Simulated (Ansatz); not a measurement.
**Ti vacancy in TiO2, calculated**

Computed with the plane-wave PAW code Ansatz (scalar-relativistic, PAW set soft_2): PBEsol, collinear spin, 420 eV cutoff, k-mesh 2×2×2 shifted by half a step.

The relaxed host crystal (Kohn–Sham gap 2.11 eV over the whole zone):

```yaml
crystal:
  lattice:
    - [-1.88440, 1.88440, 4.77915]
    - [1.88440, -1.88440, 4.77915]
    - [1.88440, 1.88440, -4.77915]
  atoms:
    - { symbol: Ti, position: [0.00000, 0.00000, 0.00000] }
    - { symbol: Ti, position: [0.75000, 0.25000, 0.50000] }
    - { symbol: O, position: [0.95743, 0.45743, 0.50000] }
    - { symbol: O, position: [0.20743, 0.20743, 0.00000] }
    - { symbol: O, position: [0.54257, 0.04257, 0.50000] }
    - { symbol: O, position: [0.79257, 0.79257, 0.00000] }
```

Supercell of 30 atoms, rows of the matrix [[0,-2,-1],[-1,0,-2],[2,1,2]] times the cell vectors; Ti vacancy at (0.000, 0.000, 0.000) in fractions of the cell above. Atoms are relaxed at the host's cell, from a start shaken by 0.03 Å near the defect; charged cells sit in a uniform background.

The defect was relaxed in the charges 0, -1, -4. Distances from the empty Ti site (Å), by shell of the perfect crystal:

| shell | perfect crystal | state A | state B | state C |
| --- | --- | --- | --- | --- |
| 6 O | 1.95 (1.93 to 1.98) | 2.13 (2.00 to 2.38) | 2.11 (1.98 to 2.32) | 2.13 (1.98 to 2.41) |

| state | moment of the cell (μB) | gap of the cell on the mesh (eV) | carriers |
| --- | --- | --- | --- |
| A | 3.00 | 0.00 | in a band of the host or near its edge |
| B | 0.00 | 2.53 | none in the bands |
| C | 4.00 | 0.00 | in a band of the host or near its edge |

On this mesh the host's own supercell has a gap of 2.33 eV.

Q: Which state has which charge?

A: A has charge -1; B has charge -4; C has charge 0.

At charges 0 and -1 a carrier lies in a band of the host or at its edge (levels aligned by the semicore states), so it isn't shown to be bound to the defect (semilocal functionals spread carriers too far and can miss a bound one), and no level is taken from those states. At charge 0 the unpaired electrons sit on atoms with moments (μB): 4 O of 0.33 to 0.39. At charge -1 the unpaired electrons sit on atoms with moments (μB): 2 O of 0.28.

No formation energy is given, since the neutral cell holds a carrier in a band.

Relaxed cell at charge -4:

```
TiO2 V_Ti charge -4
1.0
    -5.6532    1.8844   -4.7792
    -1.8844   -5.6532    4.7792
     1.8844    5.6532    4.7792
Ti O
9 20
Direct
  0.9970 0.9913 0.9988
  0.8062 0.2040 0.5953
  0.5934 0.4027 0.1975
  0.2097 0.8063 0.4103
  0.6899 0.5536 0.6562
  0.3047 0.9368 0.8480
  0.1133 0.1685 0.4647
  0.9016 0.3511 0.0505
  0.4984 0.7454 0.2331
  0.7100 0.7597 0.8520
  0.3020 0.1679 0.0600
  0.0932 0.3443 0.6507
  0.9016 0.5568 0.2563
  0.5011 0.9601 0.4669
  0.6077 0.6109 0.4174
  0.1955 0.0119 0.6042
  0.9917 0.2037 0.2052
  0.8114 0.4156 0.8129
  0.4016 0.8436 0.0430
  0.7089 0.3415 0.4414
  0.2945 0.7508 0.6419
  0.0942 0.9347 0.2337
  0.9016 0.1453 0.8447
  0.5086 0.5495 0.0573
  0.4016 0.3587 0.5580
  0.0087 0.7974 0.7907
  0.7945 0.9842 0.3897
  0.5995 0.1964 0.9859
  0.2036 0.5886 0.1979
```

Caveats: at charge -4: net starting moment lost; semilocal functionals make gaps too small, which shifts levels too; small supercell, so energies and levels can be off by tenths of an eV; one random start near the defect, so other minima are possible.
